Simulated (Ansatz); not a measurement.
# TiAl (Pm-3m) in Ansatz: further runs, part 2 of 2

Ansatz 0.2.0. Earlier steps stand in the parts before.

**4. Atomic charges, HSE03+D3(BJ)**

Input file input.yaml:

```yaml
crystal:
  lattice:
    - [3.179064, 0.0, 0.0]
    - [0.0, 3.179064, 0.0]
    - [0.0, 0.0, 3.179064]
  atoms:
    - { symbol: Ti, position: [0.0, 0.0, 0.0] }
    - { symbol: Al, position: [0.5, 0.5, 0.5] }
hamiltonian:
  xc: { exchange: pbe, correlation: pbe, exx: { coeff: 0.25, omega: 0.3 } }
  pseudopotentials: { kind: paw, core: small }
  dispersion: d3bj
kpoints:
  mp_grid: { grid: [5, 5, 5] }
scf:
  occupations: { method: fermi_dirac, width: 0.15 }
output:
  forces: true
  stress: true
  eigenvalues: true
  bader: true
  populations: true
```

Started as:

```
> ansatz run input.yaml --threads 1 --pin off --max-ram 2560MiB --backend cpu --events-out ev --progress --plain --runs-dir out
```

Run time: 22 s. Hardware: 1 thread of Arm Neoverse V2, shared host; peak memory 0.78 GiB.

Results (log left out):

```yaml
Free_energy: -3038.8249 eV
Pressure: -8.1 GPa
Band_gap_on_the_k_mesh: none (metal or under the smearing width)
Bader_charges: Ti +0.65; Al -0.65 e
```

Levels at points of the mesh, in eV from the Fermi level:
```tsv
k point	band 5	band 6	band 7	band 8	band 9	band 10
(0.00, 0.00, 0.00)	-10.45	-1.83	-1.83	2.58	2.58	2.58
```

Caveat: the k mesh is coarse (spacing up to 0.40 Å⁻¹), so the values aren't converged, least of all with exact exchange; pairwise dispersion overbinds metals, which lowers pressure and volume; the PAW data sets come from PBE, with cores solved anew for the run's functional, which leaves a small shift of forces and pressure; the dispersion damping was fitted for another functional or another form of the correction; the thresholds are loose for stress.

**5. Electrostatic potential, revPBE0**

Input file input.yaml:

```yaml
crystal:
  lattice: { a: 3.179064, b: 3.179064, c: 3.179064, alpha: 90.0, beta: 90.0, gamma: 90.0 }
  space_group: 221
  reduce_to_primitive: true
  atoms:
    - { symbol: Ti, wyckoff: "1a", position: [0.0, 0.0, 0.0] }
    - { symbol: Al, wyckoff: "1b", position: [0.5, 0.5, 0.5] }
hamiltonian:
  xc: revpbe0
  pseudopotentials: { kind: paw }
kpoints:
  mp_grid: { grid: [5, 5, 5] }
scf:
  occupations: { method: fermi_dirac, width: 0.1 }
output:
  forces: true
  stress: true
  eigenvalues: true
  write_density: true
  write_potential: true
  elf: true
  volumetric_format: npy
```

Potentials or basis: Ansatz PAW.

Started as:

```
> ansatz run input.yaml --threads 1 --pin off --max-ram 2560MiB --backend cpu --events-out ev --progress --plain --runs-dir out
```

The program printed:

```text
Warning: output.stress: scf.convergence.dr2_threshold = 1e-7 eV (the SCF's general default) is looser than the 2e-10 eV advised for a printed stress (1e-10 eV for each atom of the cell: 2). What an SCF threshold leaves in a stress goes as its square root, and in the free energy as the threshold itself, and one threshold admits the most on a small cell: of the crystals measured, under no hybrid functional and no lock of the moments, on runs that ended without the residual-converged pass, on stresses that held no estimate of that error, the worst erred by over 100 MPa in a component at 1e-7 eV an atom and by under 5 at 1e-10. Set scf.convergence.dr2_threshold to 2e-10 eV or tighter. The threshold is an SCF's pass mark: one that does not reach it within its budget of iterations ends unconverged, or closes short of it on a stop that the run arms, and scf.convergence.dr2_threshold's page says what that costs each kind of run
Warning: output.stress: scf.exx.energy_threshold = 1e-6 eV is looser than the 2e-8 eV advised for a stress under a hybrid functional (1e-8 eV for each atom of the cell: 2). Every SCF of the exchange loop can meet its threshold on dr2 while the loop round them stops early: no threshold on dr2 bounds what that leaves in the stress. Set scf.exx.energy_threshold to 2e-8 eV or tighter. The threshold is the loop's pass mark: a loop that does not reach it within its budget of cycles ends unconverged, and scf.exx.energy_threshold's page has the law
Warning: RAYON_NUM_THREADS=1 ignored (pool sized by the plan → 1); use --threads N
crystal.space_group: 221 is read as Pm-3m: the typed cell holds Ti1Al1 (Ti 1a, Al 1b). Least distances (Å): Ti–Ti 3.179, Ti–Al 2.753, Al–Al 3.179
crystal.space_group generates its sites in this order, which a site index counts, at these fractional coordinates of the primitive cell where crystal.reduce_to_primitive is true, and else of the cell that is read (crystal.supercell repeats the list replica by replica, and crystal.defects acts on that): 0: Ti [0.000000, 0.000000, 0.000000]; 1: Al [0.500000, 0.500000, 0.500000];
Engine: ansatz 0.2.0, aarch64-unknown-linux-gnu
Pseudopotentials: kind: paw
Pseudopotential: Ti, paw, valence charge 12, recommended cutoff 420 eV (normal), Ti.paw.azcp
Pseudopotential: Al, paw, valence charge 3, recommended cutoff 420 eV (normal), Al.paw.azcp
Functional definition: revPBE0
  parameter a = 0.25
  parameter kappa = 1.245
  parameter beta = 0.06672455060314922
  exchange = (1 - a)*pbe_x(kappa = kappa, mu = beta*pi^2/3) + a*exact_x
  correlation = pbe_c(beta = beta)
Crystal: 2 atoms, lattice volume = 32.129 Å³
Basis set: ecut = 420 eV, 619 PW (Γ), exchange–correlation on 48×48×48 points (8 copies of the dense FFT grid, shifted against one another)
Bands: 12, of which v1, the nominal top of the filled ones, is band 8 counted from 1 (7 counted from 0)
Symmetry: 48 space group operations
Space group: Pm-3m (ITA 221), of the structure as read, at distance tolerance 3.2e-5 Å
k-points: 10 of 125
Non-local potential: Ti, projectors of the file, l = 0: 3, l = 1: 2, l = 2: 3, l = 3: 1
Non-local potential: Al, projectors of the file, l = 0: 2, l = 1: 2, l = 2: 1
PAW form: soft (Blöchl's): semilocal exchange-correlation on the pseudo side does not see the compensation charge
PAW frozen core: Ti, regenerated for the run's functional, and the local potential with it (the file was generated under x = pbe(κ = 0.804, μ = 0.2195149727645171), c = pbe(β = 0.06672455060314922))
PAW frozen core: Al, regenerated for the run's functional, and the local potential with it (the file was generated under x = pbe(κ = 0.804, μ = 0.2195149727645171), c = pbe(β = 0.06672455060314922))
PAW one-centre angular grid: Ti, 590 points (default); XC on 64 Gauss nodes
PAW one-centre angular grid: Al, 110 points (default); XC on 64 Gauss nodes
Initial density: superposition of atomic densities (neutral atoms: chi_scale 0, normalization atom), corrected by the library's trained network
Initial wavefunctions: pseudopotential atomic-orbital guess
Functional: x = revpbe(κ = 1.245, μ = 0.2195149727645171), c = pbe(β = 0.06672455060314922), warm-up for x = 0.75 revpbe(κ = 1.245, μ = 0.2195149727645171) + 0.25 exact, c = pbe(β = 0.06672455060314922)
SCF iter   1: F=—  HF=-3042.967933 eV  |F-HF|=—  |Δ(HF+E_count)|=         —  Δρ=6.53e-3  dr2=1.99e-2  ethr=1.77e-3  ⟨swp⟩=5.3  Hψ=502  notcnv=0
preconditioner: auto → none  [metal: Δε(μ)=0.149 eV  Ē_g=5.309 eV  σ=0.100 eV  W_gap=0.35  n_scr=6 (ndim 8)  ℏωp=17.3 eV  f_vac=0.000  D(μ)=2.41/eV (n_scr^D=26)  sad-step TF]
SCF iter   2: F=—  HF=-3042.965686 eV  |F-HF|=—  |Δ(HF+E_count)|=   2.25e-3  Δρ=4.48e-3  dr2=1.08e-2  ethr=1.32e-4  ⟨swp⟩=2.1  Hψ=210  notcnv=0
iter 3 solved again at ethr=3.22e-6 eV; its pass at ethr=7.21e-5 eV (dr2=4.83e-4 eV) is discarded
SCF iter   3: F=—  HF=-3042.963547 eV  |F-HF|=—  |Δ(HF+E_count)|=   2.14e-3  Δρ=1.12e-3  dr2=4.81e-4  ethr=3.22e-6  ⟨swp⟩=2.7  Hψ=508  notcnv=0
SCF iter   4: F=—  HF=-3042.963458 eV  |F-HF|=—  |Δ(HF+E_count)|=   8.87e-5  Δρ=1.67e-4  dr2=1.21e-5  ethr=3.21e-6  ⟨swp⟩=3.3  Hψ=231  notcnv=0
SCF iter   5: F=—  HF=-3042.963460 eV  |F-HF|=—  |Δ(HF+E_count)|=   2.16e-6  Δρ=1.56e-5  dr2=1.50e-7  ethr=8.10e-8  ⟨swp⟩=4.5  Hψ=289  notcnv=0
SCF iter   6: F=—  HF=-3042.963460 eV  |F-HF|=—  |Δ(HF+E_count)|=   4.83e-9  Δρ=9.61e-6  dr2=4.72e-8  ethr=9.97e-10  ⟨swp⟩=3.6  Hψ=267  notcnv=0
[... 79 lines left out ...]
iter 5 solved again at ethr=1.40e-7 eV; its pass at ethr=1.96e-6 eV (dr2=2.10e-5 eV) is discarded
SCF iter   5: F=—  HF=-3041.731404 eV  |F-HF|=—  |Δ(HF+E_count)|=   1.06e-4  Δρ=2.14e-4  dr2=1.93e-5  ethr=1.40e-7  ⟨swp⟩=2.6  Hψ=432  notcnv=0
eigensolver tolerance schedule: the retry pair's looser diagonalisation over-reported the residual by 0.15 of it (diagonalisation noise at 0.17 of the residual, at the tolerance the schedule requests for it); recorded, not acted on — ethr = c·dr2/N_el stays at c = 1.0e-1
SCF iter   6: F=-3041.731402 eV  HF=-3041.731402 eV  |F-HF|=8.42e-8  |Δ(HF+E_count)|=   2.44e-6  Δρ=2.62e-5  dr2=5.23e-7  ethr=1.21e-7  ⟨swp⟩=3.0  Hψ=240  notcnv=0
SCF 8 stopped early in 6 iterations: F = -3041.731402 eV  dr2 = 5.23e-7
hybrid outer 1: dexx = +3.185e-3 eV, tail = 2.18e-6 eV
Frozen-core exchange: fock
SCF iter   1: F=—  HF=-3041.731417 eV  |F-HF|=—  |Δ(HF+E_count)|=         —  Δρ=4.90e-5  dr2=9.92e-7  ethr=7.26e-8  ⟨swp⟩=5.3  Hψ=344  notcnv=0
preconditioner: auto → none  [insulator: Δε(μ)=0.328 eV  Ē_g=7.267 eV  σ=0.100 eV  W_gap=0.66  n_scr=6 (ndim 8)  ℏωp=17.3 eV  f_vac=0.000  D(μ)=1.07/eV (n_scr^D=6)]
SCF iter   2: F=—  HF=-3041.731418 eV  |F-HF|=—  |Δ(HF+E_count)|=   5.48e-7  Δρ=2.58e-5  dr2=5.30e-7  ethr=4.80e-9  ⟨swp⟩=4.1  Hψ=277  notcnv=0
SCF iter   3: F=—  HF=-3041.731418 eV  |F-HF|=—  |Δ(HF+E_count)|=   3.62e-7  Δρ=1.59e-5  dr2=1.57e-7  ethr=1.88e-9  ⟨swp⟩=2.8  Hψ=207  notcnv=0
SCF iter   4: F=—  HF=-3041.731418 eV  |F-HF|=—  |Δ(HF+E_count)|=   3.26e-7  Δρ=1.58e-5  dr2=1.20e-7  ethr=4.37e-10  ⟨swp⟩=4.3  Hψ=315  notcnv=0
SCF iter   5: F=-3041.731418 eV  HF=-3041.731418 eV  |F-HF|=1.42e-9  |Δ(HF+E_count)|=   4.17e-8  Δρ=2.08e-6  dr2=1.55e-9  ethr=4.37e-10  ⟨swp⟩=3.6  Hψ=223  notcnv=0
SCF 9 converged in 5 iterations: F = -3041.731418 eV  dr2 = 1.55e-9
  Residual-converged pass: ⟨swp⟩=3.0  Hψ=237  notcnv=0  max |occ|·‖R‖ = 2.1e-6 eV (tolerance 2.4e-6 eV)  dr2=1.27e-9  dr2_onsite=2.52e-10  max |Δocc| = 5.3e-12
hybrid outer 2: dexx = +4.131e-6 eV, tail = 6.87e-9 eV, Δε = 3.49e-3 eV (about 1.75e-4 eV left of the loop's levels)
hybrid SCF converged: 2 outer / 11 inner (+0 warm-up), last move |dexx| = 4.13e-6 eV, tail = 6.87e-9 eV
Stability not checked: this state was not tested for a lower state beside it, because the functional holds exact exchange (a hybrid, or Hartree-Fock), whose exchange loop this test does not read (fock_operator; see scf.lower_state_search)
Free energy (F): -3041.731418 eV
Frozen-core exchange: fock
Harris-Foulkes:  -3041.731418 eV  (|F-HF|=1.42e-9)
Internal energy: -3041.696262 eV  (E = F + TS)
E sigma→0 (E₀):  -3041.713840 eV
Entropy (-TS):   -0.035156 eV (-17.578 meV/atom)
Fermi energy:    11.475000 eV
--- Per-component energies (eV) ---
  E_band       = -200.070123
  E_kinetic    = 296.446566
  E_local      = -1011.825964  (includes V_loc(G=0)·N_el)
  E_nonlocal   = 15.254929
  E_hartree    = 429.257998
  E_xc         = -107.306929
  E_vxc        = -117.932961  (∫ρ·V_xc dr)
  E_exx        = -49.002491  (= α·E_x^exact, valence–valence)
  E_paw        = -1500.354319  (= ΣΔE_a)
  E_vpaw       = -142.522313  (= ΣTr[D̂ρ^β])
  E_aug_tail   = 0.000136  (compensation charges beyond the density's cutoff)
  E_ewald      = -1113.913820
  E_core_change = -0.252366  (= ΣΔE_core)
  E_smearing   = -0.035156  (= −TS)
  E_closure    = -0.000002  (closes the sum)
  Σ components = -3041.731418   (vs F -3041.731418, Δ=-4.55e-13)
--- Forces (eV/Å), atoms counted from 1 ---
  atom   1  Ti     0.00000000     0.00000000     0.00000000
  atom   2  Al     0.00000000     0.00000000     0.00000000
  max |Σ_I F_I| component: 1.40e-31 eV/Å
--- Stress (GPa, compression-positive) ---
       -0.600257       0.000000       0.000000
        0.000000      -0.600257       0.000000
        0.000000       0.000000      -0.600257
  P = ⅓ Tr σ = -0.6003 GPa (-6.003 kbar)
--- Band table (eV; the first three rows and the last of 10) ---
  k-point 0: bands = ["-50.6448", "-25.1631", "-25.1631", "-25.1631", "0.4095", "9.1577", "9.1577", "14.7648", "14.7648", "14.7648", "16.8375", "16.8375"]
  k-point 1: bands = ["-50.6386", "-25.2384", "-25.1581", "-25.1581", "1.1171", "8.5805", "9.4871", "13.7450", "13.7450", "14.8472", "15.3326", "18.3110"]
  k-point 2: bands = ["-50.6287", "-25.3578", "-25.1499", "-25.1499", "3.0772", "6.0909", "10.1192", "12.7920", "12.7920", "14.9855", "15.3398", "19.0686"]
  k-point 9: bands = ["-50.5983", "-25.3082", "-25.3039", "-25.3039", "6.5436", "7.9669", "7.9669", "13.4043", "13.5244", "13.5244", "14.4849", "16.6050"]
```

Wall time 42 s (1 thread of Arm Neoverse V2, shared host); peak memory 0.78 GiB.

What came out:

* Free energy: -3041.7314 eV
* Pressure: -0.6 GPa
* Band gap on the k mesh: none (metal or under the smearing width)

Caveat: the k mesh is coarse (spacing up to 0.40 Å⁻¹), so the values aren't converged; the PAW data sets come from PBE, with cores solved anew for the run's functional, which leaves a small shift of forces and pressure; the thresholds are loose for stress.

**6. Summary**

| task | level | potentials or basis | k mesh | cutoff (eV) | smearing | mesh quality | gap on the mesh (eV) | pressure (GPa) |
| --- | --- | --- | --- | --- | --- | --- | --- | --- |
| atomic charges | LDA | JTH PAW LDA | 8 × 8 × 8 | 1230 | gaussian 0.15 eV | not flagged | none | -5.6 |
| atomic charges | r2SCANh+D4 | Ansatz PAW | 6 × 6 × 6 | 500 | methfessel-paxton 0.05 eV | not flagged | none | -3.0 |
| atomic charges | HSE03+D3(BJ) | Ansatz PAW | 5 × 5 × 5 | 420 | fermi-dirac 0.15 eV | coarse | none | -8.1 |
| electrostatic potential | revPBE0 | Ansatz PAW | 5 × 5 × 5 | 420 | fermi-dirac 0.1 eV | coarse | none | -0.6 |

Alike in all rows: no spin polarisation; cell as given.

Caveats: some runs use coarse meshes; the PAW data sets come from PBE, with cores solved anew for the run's functional, which leaves a small shift of forces and pressure (some runs); the thresholds are loose for stress (some runs); pairwise dispersion overbinds metals, which lowers pressure and volume (some runs); the dispersion damping was fitted for another functional or another form of the correction (some runs).

Total energies depend on the potentials used, so only differences within one code and one set of settings carry meaning.
